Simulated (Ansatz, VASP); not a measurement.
**One calculation of Ag, two programs**

File INCAR:

```
SYSTEM = Ag
PREC = Accurate ; ENCUT = 520
EDIFF = 1E-7 ; ISMEAR = -1
SIGMA = 0.08 ; LREAL = .FALSE.
LASPH = .TRUE. ; NELM = 60
ALGO = Normal ; ISIF = 2
LWAVE = .FALSE. ; LCHARG = .TRUE.
GGA = PE ; LELF = .TRUE.
LVHAR = .TRUE. ; NBANDS = 12
```

Contents of KPOINTS:

```
Automatic mesh
0
G
  15 15 14
  0 0 0
```

POSCAR

```
Ag
1.0
    2.5130750006      0.0000000000      0.0000000000
   -1.2565375003      2.1763867921      0.0000000000
    0.0000000000      0.0000000000      2.4152672835
Ag
1
Direct
    0.0000000000      0.0000000000      0.0000000000
```

Input for Ansatz:

```yaml
crystal:
  lattice:
    - [2.5130750006, 0.0, 0.0]
    - [-1.2565375003, 2.1763867921, 0.0]
    - [0.0, 0.0, 2.4152672835]
  atoms:
    - { symbol: Ag, position: [0.0, 0.0, 0.0] }
kpoints:
  mp_grid: { grid: [15, 15, 14] }
scf:
  occupations: { method: fermi_dirac, width: 0.08 }
hamiltonian:
  xc: pbe
  pseudopotentials: { kind: all_electron, lapw: { basis_error: 0.001 } }
output:
  forces: true
  stress: true
  eigenvalues: true
  populations: true
```

Change from the starting cell: volume scaled by 0.68, LAPW.

Alike in both runs: task single point; functional PBE; k mesh 15 × 15 × 14; occupations fermi-dirac, width 0.08 eV; no spin polarisation.

|  | VASP | Ansatz |
| --- | --- | --- |
| version | VASP 6.6.1 | Ansatz 0.2.0 |
| potentials or method | VASP PAW PBE potentials, release 64 (Ag) | all-electron LAPW, scalar-relativistic |
| plane-wave cutoff (eV) | 520 | see its input |

```tsv
	VASP	Ansatz	Ansatz less VASP
pressure (GPa)	86.8	87.8	+0.95
largest component of the traceless stress (GPa)	0.17	0.01	-0.166
```

Ansatz ran all-electron here, so the differences hold the error of VASP's frozen core and of both bases.

Caveats: the cell as given lies far from equilibrium; so large a pressure means that the cell lies far from this level's equilibrium, or that cutoff or potentials fall short (VASP).
